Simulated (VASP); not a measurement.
# Ti (P6/mmm) in VASP: notebook

One crystal, Ti, is run at these levels: PBE; tasks: single point.

Everything below comes from runs of VASP 6.6.1. Logs are shortened: lines on timing, memory, paths and dates and some standing lists are left out, and cuts for length are marked.

## Step 1: The crystal as given

It takes space group P6/mmm (No. 191, hexagonal). Conventional cell: a = 4.567 Å, b = 4.567 Å, c = 2.826 Å, α = 90.00°, β = 90.00°, γ = 120.00°. Ti (site symmetry -6m2) is surrounded by 11 Ti at 2.64 to 2.99 Å. Around Ti (site symmetry 6/mmm) lie 14 Ti at 2.83 to 2.99 Å.

This isn't the form of Ti at room conditions, which is hcp.

## Step 2: Single point, PBE

The input, INCAR:

```
SYSTEM = Ti
PREC     = Accurate       ! precision mode
ENCUT    = 400            ! plane-wave cutoff, eV
EDIFF    = 1E-6           ! SCF threshold, eV
ISMEAR   = 1              ! smearing method
SIGMA    = 0.15           ! smearing width, eV
LREAL    = .False.        ! projectors in reciprocal space
LASPH    = .True.         ! aspherical terms in the spheres
NELM     = 100            ! most SCF steps
ALGO     = Normal         ! electronic algorithm
ISIF     = 2              ! what is computed and relaxed
LWAVE    = .False.        ! write WAVECAR
LCHARG   = .False.        ! write CHGCAR
GGA      = PE             ! functional
NBANDS   = 13             ! bands
ADDGRID  = .False.
```

The input, KPOINTS:

```
Automatic mesh
0
Gamma
  12 12 17
  0 0 0
```

The input, POSCAR:

```
Ti
1.0
    4.5673748306      0.0000000000      0.0000000000
   -2.2836874153      3.9554626319      0.0000000000
    0.0000000000      0.0000000000      2.8262442700
Ti
3
Direct
    0.6666666667      0.3333333333      0.5000000000
    0.3333333333      0.6666666667      0.5000000000
    0.0000000000      0.0000000000      0.0000000000
```

Potentials or basis: VASP PAW PBE potentials, release 64 (Ti).

On the command line:

```sh
cat potpaw_PBE.64/Ti/POTCAR > POTCAR
mpirun -np 1 vasp_std > vasp.out
```

OUTCAR:

```text
SYSTEM = Ti
   PREC = Accurate
   ENCUT = 400
   EDIFF = 1E-6
   ISMEAR = 1
   LREAL = .False.
   LASPH = .True.
   NELM = 100
   ISIF = 2
   GGA = PE

 Found    171 irreducible k-points:

 Following reciprocal coordinates:
            Coordinates               Weight
  0.000000  0.000000  0.000000      1.000000
  0.083333  0.000000  0.000000      6.000000
  0.166667  0.000000  0.000000      6.000000
  0.250000  0.000000  0.000000      6.000000
  0.333333  0.000000  0.000000      6.000000
  0.416667  0.000000  0.000000      6.000000
   k-points           NKPTS =    171   k-points in BZ     NKDIM =    171   number of bands    NBANDS=     13
   number of dos      NEDOS =    301   number of ions     NIONS =      3
   total plane-waves  NPLWV =  16200
   dimension x,y,z NGX =    30 NGY =   30 NGZ =   18
   dimension x,y,z NGXF=    60 NGYF=   60 NGZF=   36
   ions per type =               3
   NGX,Y,Z   is equivalent  to a cutoff of  10.92, 10.92, 10.59 a.u.
   NGXF,Y,Z  is equivalent  to a cutoff of  21.84, 21.84, 21.18 a.u.
 SYSTEM =  Ti
   PREC   = accura    normal or accurate (medium, high low for compatibility)
   ISTART =      0    job   : 0-new  1-cont  2-samecut
   ICHARG =      2    charge: 1-file 2-atom 10-const
   ISPIN  =      1    spin polarized calculation?
   LNONCOLLINEAR =      F non collinear calculations
   LSORBIT =      F    spin-orbit coupling
   LASPH  =      T    aspherical Exc in radial PAW
   ENCUT  =  400.0 eV  29.40 Ry    5.42 a.u.   7.45  7.45  4.61*2*pi/ulx,y,z
   NELM   =    100;   NELMIN=  2; NELMDL= -5     # of ELM steps
   EDIFF  = 0.1E-05   stopping-criterion for ELM
   LREAL  =      F    real-space projection
   EDIFFG = 0.1E-04   stopping-criterion for IOM
   NSW    =      0    number of steps for IOM
   IBRION =     -1    ionic relax: 0-MD 1-quasi-New 2-CG
   NFREE  =      0    steps in history (QN), initial steepest desc. (CG)
   ISIF   =      2    stress and relaxation
   ISYM   =      2    0-nonsym 1-usesym 2-fastsym
   POTIM  = 0.5000    time-step for ionic-motion
   TEBEG  =    0.0;   TEEND  =   0.0 temperature during run
   PSTRESS=    0.0 pullay stress
   NELECT =      12.0000    total number of electrons
   NUPDOWN=      -1.0000    fix difference up-down
   EMIN   =  10.00;   EMAX   =-10.00  energy-range for DOS
   EFERMI =   0.00;   METHOD = LEGACY
   ISMEAR =     1;   SIGMA  =   0.15  broadening in eV -4-tet -1-fermi 0-gaus
   EFERMI_NEDOS =   21; number of points for ismear=-14 and -15
   IALGO  =     38    algorithm
   IMIX   =      4    mixing-type and parameters
     AMIX     =   0.40;   BMIX     =  1.00
     AMIX_MAG =   1.60;   BMIX_MAG =  1.00
  volume/ion in A,a.u.               =      17.02       114.85
  Fermi-wavevector in a.u.,A,eV,Ry     =   1.010285  1.909162 13.887145  1.020676
  Thomas-Fermi vector in A             =   2.143265
   LORBIT       =      0    0 simple, 1 ext, 2 COOP (PROOUT), +10 PAW based schemes
   GGA     = PE    functional components
   LHFCALC =     F    Hartree Fock is set to
   AEXX    =    0.0000 exact exchange contribution
   IVDW    =     0    specifies the selected vdW correction
   LEPSILON=     F    determine dielectric tensor
   LRPA    =     F    only Hartree local field effects (RPA)
 non-spin polarized calculation
 Methfessel and Paxton  Order N= 1 SIGMA  =   0.15
  energy-cutoff  :      400.00
  volume of cell :       51.06
 maximum number of plane-waves:       946
 NGX is ok and might be reduce to    30
   NGX = 15   NGY = 15   NGZ =  9

 number of electron      12.0000003 magnetization

 Free energy of the ion-electron system (eV)
  ---------------------------------------------------
  ext. energy  EPLUGINS =         0.00000000
  ---------------------------------------------------
  free energy    TOTEN  =       -23.32613699 eV

  energy without entropy =      -23.32850198  energy(sigma->0) =      -23.32692532

 E-fermi :   3.0620     XC(G=0): -11.1544

 val. band max:        3.0563013630   @ k =   0.2500   0.1667   0.0000
 cond. band min:       3.0627948886   @ k =   0.3333   0.0833   0.0000
 fundamental gap:      0.0064935257
 Fermi energy:         3.0619571740

 k-point     1 :       0.0000    0.0000    0.0000
  band No.  band energies     occupation
      1      -2.9679      2.00000
      2       1.1168      2.00000
      3       2.3443      2.00000
      4       2.3443      2.00000
      5       2.4465      2.00000
      6       2.4465      2.00000
      7       3.0442      1.19829
      8       3.7193     -0.00000
      9       4.3167     -0.00000
     10       4.3167     -0.00000
     11       4.8304     -0.00000
     12       4.9465     -0.00000
     13       4.9468     -0.00000

 k-point     2 :       0.0833    0.0000    0.0000
  band No.  band energies     occupation
      1      -2.8869      2.00000
      2       1.1229      2.00000
      3       2.0807      2.00000
      4       2.2510      2.00000
      5       2.4255      2.00000
      6       2.6239      2.00029
      7       3.1423      0.22188
      8       3.7329     -0.00000
      9       4.2616     -0.00000
     10       4.3784     -0.00000
     11       4.6534     -0.00000
     12       4.6768     -0.00000
     13       5.1402     -0.00000

 k-point     3 :       0.1667    0.0000    0.0000
  band No.  band energies     occupation
      1      -2.6481      2.00000
      2       1.0926      2.00000
      3       1.7090      2.00000
      4       2.2056      2.00000
      5       2.2161      2.00000
      6       2.9146      2.04645
      7       3.2689     -0.06498
      8       3.7445     -0.00000
      9       4.1062     -0.00000
     10       4.4550     -0.00000
     11       4.5487     -0.00000
     12       4.5547     -0.00000
     13       5.3867     -0.00000

 k-point     4 :       0.2500    0.0000    0.0000
  band No.  band energies     occupation
      1      -2.2639      2.00000
      2       0.9111      2.00000
      3       1.3413      2.00000
      4       2.0766      2.00000
      5       2.2449      2.00000
      6       3.2518     -0.07043
      7       3.2741     -0.06249
      8       3.7204     -0.00000
      9       3.8837     -0.00000
     10       4.2896     -0.00000
     11       4.5220     -0.00000
     12       4.7998     -0.00000
     13       5.6299     -0.00000

 k-point     5 :       0.3333    0.0000    0.0000
  band No.  band energies     occupation
      1      -1.7559      2.00000
      2       0.6186      2.00000
      3       0.8785      2.00000
      4       2.1742      2.00000
      5       2.3619      2.00000
      6       3.1546      0.14458
      7       3.4544     -0.00136
      8       3.6604     -0.00000
      9       3.7726     -0.00000
     10       4.1660     -0.00000
     11       4.5855     -0.00000
     12       5.1078     -0.00000
     13       5.6754     -0.00000

 k-point     6 :       0.4167    0.0000    0.0000
  band No.  band energies     occupation
      1      -1.1553      2.00000
      2       0.1469      2.00000
      3       0.5465      2.00000
      4       2.4048      2.00000
      5       2.5318      2.00001
      6       2.9443      1.97205
      7       3.2461     -0.07091
      8       3.5995     -0.00000
      9       4.0235     -0.00000
     10       4.0896     -0.00000
     11       4.7424     -0.00000
     12       5.3245     -0.00000
     13       5.4418     -0.00000

 [... further k-points ...]
[... 5 lines left out ...]
  --------------------------------------------------------------------------------------
  -------------------------------------------------------------------------------------
  Total       -0.3773049     -0.3773049     -0.3683530      0.0000000      0.0000000      0.0000000
  in kB      -11.8393912    -11.8393912    -11.5584929      0.0000000      0.0000000      0.0000000
  external PRESSURE =     -11.7457584 kB  Pullay stress =       0.0000000 kB

 VOLUME and BASIS-vectors are now :
 -----------------------------------------------------------------------------
  energy-cutoff  :      400.00
  volume of cell :       51.06
      direct lattice vectors                 reciprocal lattice vectors
     4.567374831  0.000000000  0.000000000     0.218944150  0.126407464  0.000000000
    -2.283687415  3.955462632  0.000000000     0.000000000  0.252814928  0.000000000
     0.000000000  0.000000000  2.826244270     0.000000000  0.000000000  0.353826458

 POSITION                                       TOTAL-FORCE (eV/Angst)
 -----------------------------------------------------------------------------------
      2.28369      1.31849      1.41312         0.000000     -0.000000     -0.000000
     -0.00000      2.63698      1.41312        -0.000000      0.000000      0.000000
      0.00000      0.00000      0.00000         0.000000      0.000000      0.000000
 -----------------------------------------------------------------------------------
    total drift:                               -0.000000      0.000000      0.000000

  FREE ENERGIE OF THE ION-ELECTRON SYSTEM (eV)
  ---------------------------------------------------
  free  energy   TOTEN  =       -23.3261369882 eV

  energy  without entropy=      -23.3285019788  energy(sigma->0) =      -23.32692532
```

Wall time 46 s (1 thread of Intel Xeon Platinum 8488C (Sapphire Rapids), shared host); peak memory 0.18 GiB.

The run converged, but some of its settings lie outside the range that counts as converged, so its numbers aren't taken as properties of the crystal.

What came out:

```yaml
Free_energy: -23.3261 eV
Pressure: -1.2 GPa
Band_gap_on_the_k_mesh: none (metal or under the smearing width)
```

## Step 3: Single point, PBE

INCAR is that of step 2.

KPOINTS is that of step 2.

The input, POSCAR:

```
Ti
1.0
    4.5673748306      0.0000000000      0.0000000000
   -2.2836874153      3.9554626319      0.0000000000
    0.0000000000      0.0000000000      2.8262442700
Ti
3
Direct
    0.6535550000      0.3369470000      0.4982190000
    0.3492570000      0.6782810000      0.5288300000
    0.0014220000     -0.0021490000     -0.0037100000
```

Potentials or basis: VASP PAW PBE potentials, release 64 (Ti).

On the command line:

```sh
cat potpaw_PBE.64/Ti/POTCAR > POTCAR
mpirun -np 1 vasp_std > vasp.out
```

It took 6.8 min on 1 thread of Intel Xeon Platinum 8488C (Sapphire Rapids), shared host; peak memory 0.54 GiB.

The run converged, but some of its settings lie outside the range that counts as converged, so its numbers aren't taken as properties of the crystal.

Results:

```yaml
Free_energy: -23.2953 eV
Pressure: -0.9 GPa
Largest_force: 0.375 eV/Å
Band_gap_on_the_k_mesh: none (metal or under the smearing width)
```

## Step 4: For comparison

An earlier run on the cell as given: functional PBEsol; potentials or basis VASP PAW PBE potentials, release 64 (Ti_sv); cutoff 520 eV; k mesh 7 × 7 × 9; occupations fermi-dirac, width 0.05 eV; no spin polarisation.

* Pressure: -3.9 GPa
* Band gap on the k mesh: none (metal or under the smearing width)
